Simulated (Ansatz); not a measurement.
Crystal: Cr.

```
CELL_PARAMETERS angstrom
2.71400 0.00000 0.00000
-1.35700 2.35039 0.00000
0.00000 0.00000 4.41000
ATOMIC_POSITIONS crystal
Cr 0.66667 0.33333 0.75000
Cr 0.33333 0.66667 0.25000
```

This isn't the form of Cr at room conditions, which is bcc.

Below is the output of Ansatz 0.2.0 for this cell. Logs are shortened: lines on timing, memory, paths and dates and some standing lists are left out, and cuts for length are marked.

```text
Warning: RAYON_NUM_THREADS=2 ignored (pool sized by the plan → 2); use --threads N
Engine: ansatz 0.2.0, x86_64-unknown-linux-gnu
Pseudopotentials: kind: paw
Pseudopotential: Cr, paw, valence charge 14, recommended cutoff 420 eV (normal), Cr.paw.azcp
Functional definition: SPW92
  exchange = slater_x
  correlation = pw_c
Crystal: 2 atoms, lattice volume = 28.131 Å³
Basis set: ecut = 420 eV, 549 PW (Γ)
Bands: 21, of which v1, the nominal top of the filled ones, is band 14 counted from 1 (13 counted from 0)
Symmetry: 24 space group operations
Space group: P63/mmc (ITA 194), of the structure as read, at distance tolerance 3.0e-5 Å
Magnetic group: BNS 194.263 (UNI 1493), of the structure as read, at distance tolerance 3.0e-5 Å
k-points: 30 of 320
Non-local potential: Cr, projectors of the file, l = 0: 3, l = 1: 2, l = 2: 3, l = 3: 1
PAW form: soft (Blöchl's): semilocal exchange-correlation on the pseudo side does not see the compensation charge
PAW frozen core: Cr, regenerated for the run's functional, and the local potential with it (the file was generated under x = pbe(κ = 0.804, μ = 0.2195149727645171), c = pbe(β = 0.06672455060314922))
PAW one-centre angular grid: Cr, 590 points (default); XC on 64 Gauss nodes
Initial density: superposition of atomic densities (chi_scale 0.1, normalization cell)
Starting moments: Σ|m| = 6 μB on 2 of 2 sites
Initial wavefunctions: pseudopotential atomic-orbital guess
Functional: x = slater, c = lda
SCF 1 converged in 11 iterations: F = -6644.333453 eV  dr2 = 8.38e-10
  greatest PAW one-centre occupation: 1.000 electrons in one spin orbital (limit 2), on the Cr atom at site 1 (counted from 0), in its partial waves of l = 0
[... 141 lines left out ...]
  max |Σ_I F_I| component: 3.70e-17 eV/Å
--- Stress (GPa, compression-positive) ---
      -40.512676       0.000000       0.000000
        0.000000     -40.512676       0.000000
        0.000000       0.000000     -33.277967
  P = ⅓ Tr σ = -38.1011 GPa (-381.011 kbar)
--- Band table (eV; the first three rows and the last of 60) ---
  k-point 0 ↑: bands = ["-56.2329", "-56.1407", "-28.0703", "-27.6967", "-27.6967", "-27.6283", "-27.6283", "-27.5675", "7.8224", "11.3855", "14.3376", "14.3376", "14.3574", "14.7100", "14.7100", "15.1702", "15.1702", "15.3883", "16.4252", "16.4252", "22.2626"]
  k-point 1 ↑: bands = ["-56.2242", "-56.1496", "-28.0234", "-27.6902", "-27.6902", "-27.6348", "-27.6348", "-27.6166", "8.1725", "11.2210", "14.2302", "14.2562", "14.2562", "14.5929", "14.5929", "14.6192", "15.4156", "15.4156", "16.3995", "16.3995", "23.7672"]
  k-point 2 ↑: bands = ["-56.2012", "-56.1727", "-27.8994", "-27.7441", "-27.6731", "-27.6731", "-27.6520", "-27.6520", "9.1442", "10.4096", "13.8866", "13.9533", "14.2280", "14.2280", "14.3681", "14.3681", "15.8676", "15.8676", "16.2344", "16.2344", "26.9344"]
  k-point 29 ↓: bands = ["-55.5747", "-55.5708", "-27.4933", "-27.4774", "-27.3645", "-27.3233", "-27.1675", "-27.1503", "12.6746", "12.9253", "13.4653", "13.6781", "14.0608", "14.3261", "15.5464", "15.9103", "16.9356", "17.0919", "20.5998", "20.8358", "23.4151"]
--- Elastic constants: 3 strain directions × 2 members + reference (group order 24) ---
  dense FFT box of the reference and of every strained cell: 20×20×30
  strains applied: 11, 33, 23; error gains: componentwise 1.00 (the most a stress slope's error grows in a printed constant), spectral 1.41 (1 for all six strains in a standard setting)
  C = ∂σ_k/∂η_j (tension-positive GPa; Voigt order 11 22 33 23 13 12):
      -139.303     10.453    158.120      0.000      0.000      0.000
        10.453   -139.303    158.120      0.000      0.000      0.000
       163.808    163.808     56.291      0.000      0.000      0.000
         0.000      0.000      0.000    -87.996      0.000      0.000
         0.000      0.000      0.000      0.000    -87.996      0.000
         0.000      0.000      0.000      0.000      0.000    -74.878
  reference stress σ⁰ (GPa):     40.513     40.513     33.278     -0.000     -0.000     -0.000
  C* (energy form; C + prestress term) asymmetry max|C*_kj − C*_jk| = 1.547e0 GPa — a small one proves nothing (zero by symmetry where the batch's group is 432, −43m or m−3m); a large one is finite-difference/SCF noise where every solve meets its electron count
  moduli (Voigt/Reuss/Hill, GPa): K = 49.16/89.49/69.32   G = -87.15/-91.86/-89.51   E = -471.40   ν = 1.633
  mechanically stable: NO (min eigenvalue of sym C = -282.02 GPa)
  strain η (Voigt 11):  stress-route row diagonal C_11 = -139.30 GPa, energy-path curvature d²(F+E_count+ΔE)/dδ²/Ω₀ = -141.19 GPa
         δ    σ_11 (GPa)             F (eV)   n_scf  n_hpsi   n_pw
    -2.000e-3      40.7894       -6644.3477289      14   71948    567
     2.000e-3      40.2321       -6644.3192762      11   56350    572
  strain η (Voigt 33):  stress-route row diagonal C_33 = 56.29 GPa, energy-path curvature d²(F+E_count+ΔE)/dδ²/Ω₀ = 56.98 GPa
         δ    σ_33 (GPa)             F (eV)   n_scf  n_hpsi   n_pw
    -2.000e-3      33.1667       -6644.3451084      14   33724    567
     2.000e-3      33.3919       -6644.3217510       9   26093    570
  strain η (Voigt 23):  stress-route row diagonal C_44 = -88.00 GPa, energy-path curvature d²(F+E_count+ΔE)/dδ²/Ω₀ = -105.98 GPa
         δ    σ_23 (GPa)             F (eV)   n_scf  n_hpsi   n_pw
    -2.000e-3       0.1760       -6644.3334940      12   87611    567
     2.000e-3      -0.1760       -6644.3334940      11   95185    567
```

Question: What input gives this log?

Answer: Elastic constants with LDA, collinear spin, ferromagnetic start. The files as run (others can give the same):

input.yaml
```yaml
crystal:
  lattice:
    - [2.714, 0.0, 0.0]
    - [-1.357, 2.3503929459, 0.0]
    - [0.0, 0.0, 4.41]
  atoms:
    - { symbol: Cr, position: [0.6666666667, 0.3333333333, 0.75], spin: 3.0 }
    - { symbol: Cr, position: [0.3333333333, 0.6666666667, 0.25], spin: 3.0 }
hamiltonian:
  xc: lda
  pseudopotentials: { kind: paw }
magnetization:
  spin_polarized: true
kpoints:
  mp_grid: { grid: [8, 8, 5] }
scf:
  occupations: { method: fermi_dirac, width: 0.05 }
output:
  forces: true
  stress: true
elastic:
  mode: clamped_ion
  stencil: two_point
```

Potentials or basis: Ansatz PAW.
Launch:
```console
$ ansatz run input.yaml --threads 2 --pin off --max-ram 5632MiB --backend cpu --events-out ev --progress --plain --runs-dir out
```

Caveat: the cell is more than 3 GPa from zero pressure, which shifts response properties; a pressure of tens of GPa on the cell as given is suspect, and the run, the potentials or the cell itself is likely at fault; the elastic tensor has a negative eigenvalue, so either the cell is unstable as it stands or the mesh is too thin; the PAW data sets come from PBE, with cores solved anew for the run's functional, which leaves a small shift of forces and pressure.
